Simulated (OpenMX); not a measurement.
**O under changes of volume**

One of the cells (17.634 Å³/atom); the others are scaled copies at fixed shape and fractional positions:

```
O
1.0
     2.87029   -1.67343    0.00000
     2.87029    1.67343    0.00000
    -2.41035    0.00000    3.67120
O
2
Cartesian
  3.5591 0.0000 3.1001
  -0.2289 0.0000 0.5711
```

| Quantity | Value |
| --- | --- |
| Program | OpenMX 3.8.5 |
| Functional | PBE |
| Potentials or basis | OpenMX 2013 PBE set, O6.0-s2p2d1, fixed grid of 32 × 32 × 45 points |
| k mesh | 11 × 11 × 7 |
| Occupations | fermi-dirac, width 0.05 eV |
| Spin | no spin polarisation |

```tsv
volume (Å³/atom)	energy over the lowest point (meV/atom)	largest force (eV/Å)
16.251	89.50	8.214
16.596	66.84	7.361
16.942	47.64	6.561
17.634	18.50	5.100
17.979	?	?
18.325	0.00	3.803
```

Question: What does the run at 17.979 Å³/atom give?

Answer: Energy over the lowest point 8.03 meV/atom; largest force 4.434 eV/Å.

Worked out: A Birch-Murnaghan fit of order 3 (a polynomial in V^(-2/3)) to the other rows has no minimum within the range. It gives 8.06 meV/atom at 17.979 Å³/atom, against the run's 8.03.

Energies are extrapolated to zero smearing.

Caveats: spin is off for a triplet molecule; the basis of atomic orbitals isn't converged, which shifts pressures, moduli and gaps; forces of over 1 eV/Å show positions far from the minimum, so gaps and moduli don't describe the material at rest.
